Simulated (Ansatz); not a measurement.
# Residual resistivity of an alloy: Pt(111) with 4 layers of random Pt-Rh, 2x2

How strongly does chemical disorder scatter in Pt(111) with 4 layers of random Pt-Rh, 2x2?

Method: Ansatz plane-wave DFT, PBE, PAW files; ballistic transport by layer matching (Landauer), zero bias; PAW set soft_1, in Ansatz 0.2.0.

**1. Starting point**

The cell holds 40 atoms: 38 Pt and 2 Rh. Cell: a = 5.546 Å, b = 5.546 Å, c = 22.699 Å, α = 93.5°, β = 86.5°, γ = 120.0°. It derives from Pt. Regions: lead, 24 atoms (24 Pt); scattering region, 16 atoms (14 Pt and 2 Rh). The structure is stacked along c, and the current runs across the ab planes.

**2. With 4 alloy layers**

In 4 layers a share of 0.125 of the sites is given to Rh at random. The layers about the cell's end stay perfect and serve as the lead. Energies from -0.05 to 0.05 eV in steps of 0.05 eV are too few for the program's thermal sum, so it prints no conductance; for a metal the transmission near the Fermi level serves, at a fraction of the cost.

Input file input.yaml:

```yaml
crystal:
  lattice:
    - [5.5462627489, 0.0, 0.0]
    - [-2.7731313745, 4.8032044366, 0.0]
    - [1.3865656872, -0.8005340728, 22.6425228571]
  atoms:
    - { symbol: Pt, position: [0.9916666667, 0.0083333333, 0.05] }
    - { symbol: Pt, position: [0.9916666667, 0.5083333333, 0.05] }
    - { symbol: Pt, position: [0.4916666667, 0.0083333333, 0.05] }
    - { symbol: Pt, position: [0.4916666667, 0.5083333333, 0.05] }
    - { symbol: Pt, position: [0.1416666667, 0.3583333333, 0.15] }
    - { symbol: Pt, position: [0.1416666667, 0.8583333333, 0.15] }
    - { symbol: Pt, position: [0.6416666667, 0.3583333333, 0.15] }
    - { symbol: Pt, position: [0.6416666667, 0.8583333333, 0.15] }
    - { symbol: Pt, position: [0.2916666667, 0.2083333333, 0.25] }
    - { symbol: Pt, position: [0.2916666667, 0.7083333333, 0.25] }
    - { symbol: Pt, position: [0.7916666667, 0.2083333333, 0.25] }
    - { symbol: Pt, position: [0.7916666667, 0.7083333333, 0.25] }
    - { symbol: Pt, position: [0.9416666667, 0.0583333333, 0.35] }
    - { symbol: Pt, position: [0.9416666667, 0.5583333333, 0.35] }
    - { symbol: Pt, position: [0.4416666667, 0.0583333333, 0.35] }
    - { symbol: Pt, position: [0.4416666667, 0.5583333333, 0.35] }
    - { symbol: Pt, position: [0.0916666667, 0.4083333333, 0.45] }
    - { symbol: Pt, position: [0.0916666667, 0.9083333333, 0.45] }
    - { symbol: Pt, position: [0.5916666667, 0.4083333333, 0.45] }
    - { symbol: Pt, position: [0.5916666667, 0.9083333333, 0.45] }
    - { symbol: Pt, position: [0.2416666667, 0.2583333333, 0.55] }
    - { symbol: Pt, position: [0.2416666667, 0.7583333333, 0.55] }
    - { symbol: Pt, position: [0.7416666667, 0.2583333333, 0.55] }
    - { symbol: Pt, position: [0.7416666667, 0.7583333333, 0.55] }
    - { symbol: Rh, position: [0.8916666667, 0.1083333333, 0.65] }
    - { symbol: Pt, position: [0.8916666667, 0.6083333333, 0.65] }
    - { symbol: Pt, position: [0.3916666667, 0.1083333333, 0.65] }
    - { symbol: Rh, position: [0.3916666667, 0.6083333333, 0.65] }
    - { symbol: Pt, position: [0.0416666667, 0.4583333333, 0.75] }
    - { symbol: Pt, position: [0.0416666667, 0.9583333333, 0.75] }
    - { symbol: Pt, position: [0.5416666667, 0.4583333333, 0.75] }
    - { symbol: Pt, position: [0.5416666667, 0.9583333333, 0.75] }
    - { symbol: Pt, position: [0.1916666667, 0.3083333333, 0.85] }
    - { symbol: Pt, position: [0.1916666667, 0.8083333333, 0.85] }
    - { symbol: Pt, position: [0.6916666667, 0.3083333333, 0.85] }
    - { symbol: Pt, position: [0.6916666667, 0.8083333333, 0.85] }
    - { symbol: Pt, position: [0.8416666667, 0.1583333333, 0.95] }
    - { symbol: Pt, position: [0.8416666667, 0.6583333333, 0.95] }
    - { symbol: Pt, position: [0.3416666667, 0.1583333333, 0.95] }
    - { symbol: Pt, position: [0.3416666667, 0.6583333333, 0.95] }
kpoints:
  mp_grid: { grid: [5, 5, 1] }
hamiltonian:
  xc: pbe
  pseudopotentials: { kind: paw, azcp: { folder: soft_1 } }
scf:
  occupations: { method: fermi_dirac, width: 0.1 }
output:
  transmission:
    leads: [[0, 4]]
    kmesh: [10, 10]
    e_range: [-0.05, 0.05]
    de: 0.05
  write_potential: true
  write_density: true
  volumetric_format: npy
```

Run with:

```bash
$ ansatz run input.yaml --threads 4 --pin off --max-ram 15360MiB --backend cpu --events-out ev --progress --plain --runs-dir out
```

Numbers of over 12 decimals in the logs are rounded to 6 here.

The program printed:

```text
Engine: ansatz 0.2.0, aarch64-unknown-linux-gnu
Pseudopotentials: kind: paw
Pseudopotential: Pt, paw, valence charge 18, recommended cutoff 420 eV (normal), soft_1/Pt.paw.azcp
Pseudopotential: Rh, paw, valence charge 17, recommended cutoff 420 eV (normal), soft_1/Rh.paw.azcp
Functional definition: PBE
  parameter kappa = 0.804
  parameter beta = 0.066725
  exchange = pbe_x(kappa = kappa, mu = beta*pi^2/3)
  correlation = pbe_c(beta = beta)
Crystal: 40 atoms, lattice volume = 603.193 Å³
Basis set: ecut = 420 eV, 11827 PW (Γ)
Bands: 431, of which v1, the nominal top of the filled ones, is band 359 counted from 1 (358 counted from 0)
Symmetry: 8 space group operations
Space group: P2/m (ITA 10), of the structure as read, at distance tolerance 8.4e-5 Å
k-points: 9 of 25
Non-local potential: Pt, projectors of the file, l = 0: 3, l = 1: 2, l = 2: 2, l = 3: 1
Non-local potential: Rh, projectors of the file, l = 0: 3, l = 1: 2, l = 2: 2, l = 3: 1
PAW form: soft (Blöchl's): semilocal exchange-correlation on the pseudo side does not see the compensation charge
PAW one-centre angular grid: Pt, 590 points (default); XC on 64 Gauss nodes
PAW one-centre angular grid: Rh, 590 points (default); XC on 64 Gauss nodes
Initial density: superposition of atomic densities (chi_scale 0.1, normalization cell)
Initial wavefunctions: pseudopotential atomic-orbital guess
Functional: x = pbe(κ = 0.804, μ = 0.219515), c = pbe(β = 0.066725)
SCF iter   1: F=—  HF=-488759.498105 eV  |F-HF|=—  |Δ(HF+E_count)|=         —  Δρ=9.16e-2  dr2=1.37e2  ethr=3.10e-3  ⟨swp⟩=4.8  Hψ=11738  notcnv=0  defer=144
preconditioner: auto → Kerker (q_TF=auto, 2.809 Å⁻¹)  [metal: Δε(μ)=0.010 eV  Ē_g=8.426 eV  σ=0.100 eV  W_gap=0.03  n_scr=246 (ndim 8)  ℏωp=30.2 eV  f_vac=0.000  D(μ)=69.12/eV (n_scr^D=920)]
SCF iter   2: F=—  HF=-488748.673837 eV  |F-HF|=—  |Δ(HF+E_count)|=    1.08e1  Δρ=4.80e-2  dr2=4.14e1  ethr=3.10e-3  ⟨swp⟩=2.2  Hψ=6042  notcnv=0  defer=329
SCF iter   3: F=—  HF=-488745.054747 eV  |F-HF|=—  |Δ(HF+E_count)|=    3.62e0  Δρ=7.21e-3  dr2=5.47e-1  ethr=3.10e-3  ⟨swp⟩=2.2  Hψ=5544  notcnv=0  defer=329
SCF iter   4: F=—  HF=-488745.047895 eV  |F-HF|=—  |Δ(HF+E_count)|=   6.85e-3  Δρ=2.18e-3  dr2=4.09e-1  ethr=7.62e-5  ⟨swp⟩=1.7  Hψ=4475  notcnv=0  defer=327
SCF iter   5: F=—  HF=-488745.043748 eV  |F-HF|=—  |Δ(HF+E_count)|=   4.15e-3  Δρ=6.48e-4  dr2=4.65e-2  ethr=5.69e-5  ⟨swp⟩=1.0  Hψ=3539  notcnv=0  defer=327
SCF iter   6: F=—  HF=-488745.043505 eV  |F-HF|=—  |Δ(HF+E_count)|=   2.43e-4  Δρ=1.86e-4  dr2=2.88e-3  ethr=6.48e-6  ⟨swp⟩=1.0  Hψ=3539  notcnv=0  defer=327
SCF iter   7: F=—  HF=-488745.043495 eV  |F-HF|=—  |Δ(HF+E_count)|=   1.02e-5  Δρ=5.23e-5  dr2=7.79e-5  ethr=4.01e-7  ⟨swp⟩=1.0  Hψ=3539  notcnv=0  defer=327
SCF iter   8: F=—  HF=-488745.041689 eV  |F-HF|=—  |Δ(HF+E_count)|=   1.81e-3  Δρ=2.12e-5  dr2=2.38e-5  ethr=1.08e-8  ⟨swp⟩=1.0  Hψ=3539  notcnv=0  defer=327
SCF iter   9: F=—  HF=-488745.041689 eV  |F-HF|=—  |Δ(HF+E_count)|=   8.95e-8  Δρ=5.31e-6  dr2=3.91e-7  ethr=3.31e-9  ⟨swp⟩=1.0  Hψ=3539  notcnv=0  defer=327
SCF iter  10: F=-488745.041688 eV  HF=-488745.041688 eV  |F-HF|=1.34e-8  |Δ(HF+E_count)|=   1.77e-8  Δρ=1.38e-6  dr2=1.78e-8  ethr=1.39e-11  ⟨swp⟩=8.2  Hψ=10737  notcnv=0
SCF 1 converged in 10 iterations: F = -488745.041688 eV  dr2 = 1.78e-8
  greatest PAW one-centre occupation: 1.000 electrons in one spin orbital (limit 2), on the Pt atom at site 26 (counted from 0), in its partial waves of l = 0
transmission: 124 of 1240 steps passed
transmission: 248 of 1240 steps passed
[...]
transmission: 1240 of 1240 steps passed
SCF converged after 10 iterations
Free energy (F): -488745.041688 eV
Harris-Foulkes:  -488745.041688 eV  (|F-HF|=1.34e-8)
Internal energy: -488742.789821 eV  (E = F + TS)
E sigma→0 (E₀):  -488743.915755 eV
Entropy (-TS):   -2.251868 eV (-56.297 meV/atom)
Fermi energy:    23.253176 eV
--- Per-component energies (eV) ---
  E_band       = -5130.083741
  E_kinetic    = 23769.668021
  E_local      = -57337.577268  (includes V_loc(G=0)·N_el)
  E_nonlocal   = 8343.950690
  E_hartree    = 21783.401008
  E_xc         = -9240.076994
  E_vxc        = -10830.372679  (∫ρ·V_xc dr)
  E_paw        = -367593.622975  (= ΣΔE_a)
  E_vpaw       = -12642.594951  (= ΣTr[D̂ρ^β])
  E_aug_tail   = 0.042458  (compensation charges beyond the density's cutoff)
  E_ewald      = -108468.574761
  E_smearing   = -2.251868  (= −TS)
  E_closure    = -0.000000  (closes the sum)
  Σ components = -488745.041688   (vs F -488745.041688, Δ=0.00e0)
--- Band table (eV; the first three rows and the last of 9) ---
  k-point 0: bands = [... 355 lower, 23.4248, 23.4447, 23.4505, 23.4968, 23.4987, 23.5012, 23.5304, 23.5668, ... 68 higher]
  k-point 1: bands = [... 355 lower, 23.2425, 23.2626, 23.2712, 23.2945, 23.2952, 23.3214, 23.3504, 23.3573, ... 68 higher]
  k-point 2: bands = [... 355 lower, 23.1542, 23.1652, 23.1883, 23.2670, 23.3055, 23.3588, 23.3783, 23.3889, ... 68 higher]
  k-point 8: bands = [... 355 lower, 23.1808, 23.2053, 23.2182, 23.2469, 23.2856, 23.3084, 23.3348, 23.3517, ... 68 higher]
--- Transmission ---
  basis      : 241 plane waves across, 40 finite elements along
  points     : 31, standing for a mesh of 10 x 10
  energies   : 3 from -0.050000 to 0.050000 eV about the Fermi level, 0.050000 eV apart; the leads are filled to 0.000000 eV, and channels, transmission and decay are at 0.000000 eV
  crystal 0  : Pt4, at the sites [0, 4], period 2.2643 Å, over 20.38 Å; its Hamiltonian steps by up to 1.2 meV
    offset         : up to 0.0000 Å between an atom of the period and one for which it stands
    channels       : 6.890000e0 a spin
    conductance    : none, the energies end too early or step too widely for 300 K: set another output.transmission.e_range or a lower de, or, where they end at an eighth of basis.ecutwfc, a higher one
  junction   : crystal 0 to crystal 0, 3.83 to 24.21 Å
    transmission   : 5.653495e0 a spin
    conductance    : none, the energies end too early or step too widely for 300 K: set another output.transmission.e_range or a lower de, or, where they end at an eighth of basis.ecutwfc, a higher one
```

The job ended after 4.2 min (4 threads of Arm Neoverse V1, shared host; peak memory 4.8 GiB).

This step gave:

| Quantity | Value |
| --- | --- |
| free energy | -488745.0417 eV |
| energy at zero smearing | -488743.9158 eV |
| Fermi energy | 23.25 eV |
| cell area | 26.64 Å² |
| transmission per spin nearest the Fermi level | 5.653 |
| open channels per spin nearest the Fermi level | 6.89 |
| step of the lead's potential | 1.2 meV |

Per spin. Transmission, zone mean against energy, zero at the Fermi level:

```tsv
energy (eV)	transmission, zone mean
-0.0500	6.03
0.0000	5.65
0.0500	5.20
```

Per spin. The open channels, zone mean, lead by energy, zero at the Fermi level:

```tsv
energy (eV)	open channels, zone mean, lead
-0.0500	7.16
0.0000	6.89
0.0500	6.21
```

Transmission over k1 and k2. At 0.0000 eV from the Fermi level.

Ten even steps from '_' (2.56) to '@' (8.35):
```
@@%%==++++%%@@..__..
::==%%++++%%++::____
--++++%%__%%++++::..
@@++++__++++__++++@@
%%%%%%%%++..++%%%%%%
@@@@++++__++++__++++
--..::++++%%__%%++++
::____::++%%++++%%==
@@..__..@@%%++++==%%
@@@@::--@@%%@@--::@@
```
Columns: k1 (b1) from -0.5 to 0.4; rows upwards: k2 (b2) from -0.5 to 0.4.

Open channels over k1 and k2. At 0.0000 eV from the Fermi level.

Values, 10 rows by 10 columns:
```
10.0  8.0  6.0  6.0  6.0  8.0 10.0  4.0  3.0  4.0
 6.0  6.0  8.0  7.0  7.0  8.0  6.0  6.0  3.0  3.0
 6.0  6.0  7.0  9.0  4.0  9.0  7.0  6.0  6.0  4.0
10.0  6.0  7.0  4.0  9.0  9.0  4.0  7.0  6.0 10.0
10.0  8.0  8.0  9.0  9.0  5.0  9.0  9.0  8.0  8.0
10.0 10.0  6.0  7.0  4.0  9.0  9.0  4.0  7.0  6.0
 6.0  4.0  6.0  6.0  7.0  9.0  4.0  9.0  7.0  6.0
 6.0  3.0  3.0  6.0  6.0  8.0  7.0  7.0  8.0  6.0
10.0  4.0  3.0  4.0 10.0  8.0  6.0  6.0  6.0  8.0
10.0 10.0  6.0  6.0 10.0 10.0 10.0  6.0  6.0 10.0
```
Columns: k1 (b1) from -0.5 to 0.4; rows upwards: k2 (b2) from -0.5 to 0.4.

Over the solved energies the transmission per spin lies between 5.20 and 6.03, out of 6.75 channels of the lead on average (up to 7.16).

**3. With 8 alloy layers**

In 8 layers a share of 0.125 of the sites is given to Rh at random. A fresh draw is used; the growth of the resistance with length is what counts.

System of this step: Pt(111) with 8 layers of random Pt-Rh, 2x2. The cell holds 56 atoms: 52 Pt and 4 Rh. Its edges and angles: a = 5.546 Å, b = 5.546 Å, c = 31.740 Å, α = 87.5°, β = 92.5°, γ = 120.0°. It derives from Pt. Regions: lead, 24 atoms (24 Pt); scattering region, 32 atoms (28 Pt and 4 Rh). The structure is stacked along c, and the current runs across the ab planes.

Input file input.yaml:

```yaml
crystal:
  lattice:
    - [5.5462627489, 0.0, 0.0]
    - [-2.7731313745, 4.8032044366, 0.0]
    - [-1.3865656872, 0.8005340728, 31.6995319999]
  atoms:
    - { symbol: Pt, position: [0.005952381, 0.994047619, 0.0357142857] }
    - { symbol: Pt, position: [0.005952381, 0.494047619, 0.0357142857] }
    - { symbol: Pt, position: [0.505952381, 0.994047619, 0.0357142857] }
    - { symbol: Pt, position: [0.505952381, 0.494047619, 0.0357142857] }
    - { symbol: Pt, position: [0.1845238095, 0.3154761905, 0.1071428571] }
    - { symbol: Pt, position: [0.1845238095, 0.8154761905, 0.1071428571] }
    - { symbol: Pt, position: [0.6845238095, 0.3154761905, 0.1071428571] }
    - { symbol: Pt, position: [0.6845238095, 0.8154761905, 0.1071428571] }
    - { symbol: Pt, position: [0.3630952381, 0.1369047619, 0.1785714286] }
    - { symbol: Pt, position: [0.3630952381, 0.6369047619, 0.1785714286] }
    - { symbol: Pt, position: [0.8630952381, 0.1369047619, 0.1785714286] }
    - { symbol: Pt, position: [0.8630952381, 0.6369047619, 0.1785714286] }
    - { symbol: Pt, position: [0.0416666667, 0.9583333333, 0.25] }
    - { symbol: Pt, position: [0.0416666667, 0.4583333333, 0.25] }
    - { symbol: Rh, position: [0.5416666667, 0.9583333333, 0.25] }
    - { symbol: Pt, position: [0.5416666667, 0.4583333333, 0.25] }
    - { symbol: Pt, position: [0.2202380952, 0.2797619048, 0.3214285714] }
    - { symbol: Pt, position: [0.2202380952, 0.7797619048, 0.3214285714] }
    - { symbol: Pt, position: [0.7202380952, 0.2797619048, 0.3214285714] }
    - { symbol: Pt, position: [0.7202380952, 0.7797619048, 0.3214285714] }
    - { symbol: Pt, position: [0.3988095238, 0.1011904762, 0.3928571429] }
    - { symbol: Pt, position: [0.3988095238, 0.6011904762, 0.3928571429] }
    - { symbol: Pt, position: [0.8988095238, 0.1011904762, 0.3928571429] }
    - { symbol: Pt, position: [0.8988095238, 0.6011904762, 0.3928571429] }
    - { symbol: Pt, position: [0.0773809524, 0.9226190476, 0.4642857143] }
    - { symbol: Pt, position: [0.0773809524, 0.4226190476, 0.4642857143] }
    - { symbol: Pt, position: [0.5773809524, 0.9226190476, 0.4642857143] }
    - { symbol: Pt, position: [0.5773809524, 0.4226190476, 0.4642857143] }
    - { symbol: Rh, position: [0.255952381, 0.244047619, 0.5357142857] }
    - { symbol: Pt, position: [0.255952381, 0.744047619, 0.5357142857] }
    - { symbol: Pt, position: [0.755952381, 0.244047619, 0.5357142857] }
    - { symbol: Pt, position: [0.755952381, 0.744047619, 0.5357142857] }
    - { symbol: Pt, position: [0.4345238095, 0.0654761905, 0.6071428571] }
    - { symbol: Pt, position: [0.4345238095, 0.5654761905, 0.6071428571] }
    - { symbol: Pt, position: [0.9345238095, 0.0654761905, 0.6071428571] }
    - { symbol: Pt, position: [0.9345238095, 0.5654761905, 0.6071428571] }
    - { symbol: Pt, position: [0.1130952381, 0.8869047619, 0.6785714286] }
    - { symbol: Pt, position: [0.1130952381, 0.3869047619, 0.6785714286] }
    - { symbol: Rh, position: [0.6130952381, 0.8869047619, 0.6785714286] }
    - { symbol: Pt, position: [0.6130952381, 0.3869047619, 0.6785714286] }
    - { symbol: Pt, position: [0.2916666667, 0.2083333333, 0.75] }
    - { symbol: Pt, position: [0.2916666667, 0.7083333333, 0.75] }
    - { symbol: Pt, position: [0.7916666667, 0.2083333333, 0.75] }
    - { symbol: Rh, position: [0.7916666667, 0.7083333333, 0.75] }
    - { symbol: Pt, position: [0.4702380952, 0.0297619048, 0.8214285714] }
    - { symbol: Pt, position: [0.4702380952, 0.5297619048, 0.8214285714] }
    - { symbol: Pt, position: [0.9702380952, 0.0297619048, 0.8214285714] }
    - { symbol: Pt, position: [0.9702380952, 0.5297619048, 0.8214285714] }
    - { symbol: Pt, position: [0.1488095238, 0.8511904762, 0.8928571429] }
    - { symbol: Pt, position: [0.1488095238, 0.3511904762, 0.8928571429] }
    - { symbol: Pt, position: [0.6488095238, 0.8511904762, 0.8928571429] }
    - { symbol: Pt, position: [0.6488095238, 0.3511904762, 0.8928571429] }
    - { symbol: Pt, position: [0.3273809524, 0.1726190476, 0.9642857143] }
    - { symbol: Pt, position: [0.3273809524, 0.6726190476, 0.9642857143] }
    - { symbol: Pt, position: [0.8273809524, 0.1726190476, 0.9642857143] }
    - { symbol: Pt, position: [0.8273809524, 0.6726190476, 0.9642857143] }
kpoints:
  mp_grid: { grid: [5, 5, 1] }
hamiltonian:
  xc: pbe
  pseudopotentials: { kind: paw, azcp: { folder: soft_1 } }
scf:
  occupations: { method: fermi_dirac, width: 0.1 }
output:
  transmission:
    leads: [[0, 4]]
    kmesh: [10, 10]
    e_range: [-0.05, 0.05]
    de: 0.05
  write_potential: true
  write_density: true
  volumetric_format: npy
```

The program printed:

```text
[...]
Crystal: 56 atoms, lattice volume = 844.470 Å³
Basis set: ecut = 420 eV, 16521 PW (Γ)
Bands: 603, of which v1, the nominal top of the filled ones, is band 502 counted from 1 (501 counted from 0)
Symmetry: 2 space group operations
[...]
k-points: 9 of 25 (time reversal used)
[...]
SCF iter   1: F=—  HF=-676917.737349 eV  |F-HF|=—  |Δ(HF+E_count)|=         —  Δρ=9.20e-2  dr2=2.03e2  ethr=3.10e-3  ⟨swp⟩=4.6  Hψ=16367  notcnv=0  defer=186
[...]
SCF iter  10: F=-676897.213470 eV  HF=-676897.213470 eV  |F-HF|=1.97e-8  |Δ(HF+E_count)|=   2.11e-8  Δρ=1.28e-6  dr2=2.47e-8  ethr=9.96e-12  ⟨swp⟩=8.0  Hψ=15581  notcnv=0
SCF 1 converged in 10 iterations: F = -676897.213470 eV  dr2 = 2.47e-8
[...]
transmission: 178 of 1767 steps passed
transmission: 354 of 1767 steps passed
[...]
transmission: 1767 of 1767 steps passed
SCF converged after 10 iterations
Free energy (F): -676897.213470 eV
[...]
Internal energy: -676894.084915 eV  (E = F + TS)
E sigma→0 (E₀):  -676895.649192 eV
Entropy (-TS):   -3.128555 eV (-55.867 meV/atom)
Fermi energy:    23.176179 eV
[...]
--- Band table (eV; the first three rows and the last of 9) ---
  k-point 0: bands = [... 498 lower, 23.3911, 23.4149, 23.4226, 23.4250, 23.4370, 23.4430, 23.4463, 23.4677, ... 97 higher]
  k-point 1: bands = [... 498 lower, 23.1772, 23.1923, 23.1963, 23.2124, 23.2284, 23.2518, 23.2551, 23.2607, ... 97 higher]
  k-point 2: bands = [... 498 lower, 23.1254, 23.1440, 23.2302, 23.2390, 23.2407, 23.2558, 23.2804, 23.2847, ... 97 higher]
  k-point 8: bands = [... 498 lower, 23.0939, 23.1738, 23.1931, 23.2148, 23.2626, 23.2737, 23.2790, 23.2797, ... 97 higher]
--- Transmission ---
  basis      : 241 plane waves across, 57 finite elements along
  points     : 31, standing for a mesh of 10 x 10
[...]
channels       : 6.890000e0 a spin
[...]
junction   : crystal 0 to crystal 0, 0.70 to 30.13 Å
    transmission   : 5.357846e0 a spin
[...]
```

Run time: 9.8 min. Hardware: 4 threads; peak memory 8.6 GiB.

Numbers from this step:

```yaml
free_energy: -676897.2135 eV
energy_at_zero_smearing: -676895.6492 eV
fermi_energy: 23.18 eV
transmission_per_spin_nearest_the_fermi_level: 5.358
step_of_the_lead_s_potential: 3.7 meV
```

Per spin. Table of transmission, zone mean by energy, zero at the Fermi level:

```tsv
energy (eV)	transmission, zone mean
-0.0500	5.80
0.0000	5.36
0.0500	4.99
```

Over the solved energies the transmission per spin lies between 4.99 and 5.80, out of 6.71 channels of the lead on average (up to 7.04).

(Continued in part 2 of 2.)

[Logs are printed without paths, hosts, clocks, repeated set-up lines and the standing remarks that a program may print on its own settings, such as how far it seeks lower states.]

[Hosts, paths, dates, database ids (printed as entryN), source tags and the programs' standing remarks are cut or masked in the printed files.]
